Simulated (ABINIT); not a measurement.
Here is an ABINIT 10.8.3 (patched build) calculation.

File run.abi:

```
# Pseudopotentials
pp_dirpath "./"
pseudos "Ca.upf, O.upf"

# Structure
acell 3*1.0 Angstrom
rprim
     0.0000000000     2.4035556960     2.4035556960
     2.4035556960     0.0000000000     2.4035556960
     2.4035556960     2.4035556960     0.0000000000
ntypat 2
znucl 20 8
natom 2
typat 1 2
chkprim 0
chksymtnons 0
tolsym 1.0e-6
xred
            0.0            0.0            0.0
            1/2            1/2            1/2

# Plane-wave basis
ecut 42.0
ecutsm 0.5

# k points
kptopt 1
ngkpt 8 8 8
nshiftk 1
shiftk 0.0 0.0 0.0

# Exchange and correlation
ixc -116133

# Bands and occupations
nband 12
occopt 3
tsmear 0.05 eV

# SCF cycle
nstep 80
tolvrs 1.0e-12

# Output
iomode 3
prteig 0
prtebands 0
prtwf 0
prtden 0

# Relaxation
ionmov 2
optcell 2
ntime 50
tolmxf 2.0e-5
dilatmx 1.08
```

Potentials or basis: PseudoDojo NC SR PBEsol v0.4.1 standard.

The run is started by

```sh
$ abinit run.abi > log 2>&1
```

(1) Estimate the band gap on the k mesh.

(2) What does it give for the relaxed volume?

(3) What does it give for the relaxed cell?

Results:

(1) 3.55 eV, indirect (least direct gap 3.92 eV).

(2) 13.51 Å³/atom.

(3) a = 3.368 Å, b = 3.368 Å, c = 3.368 Å, α = 60.00°, β = 60.00°, γ = 60.00°.
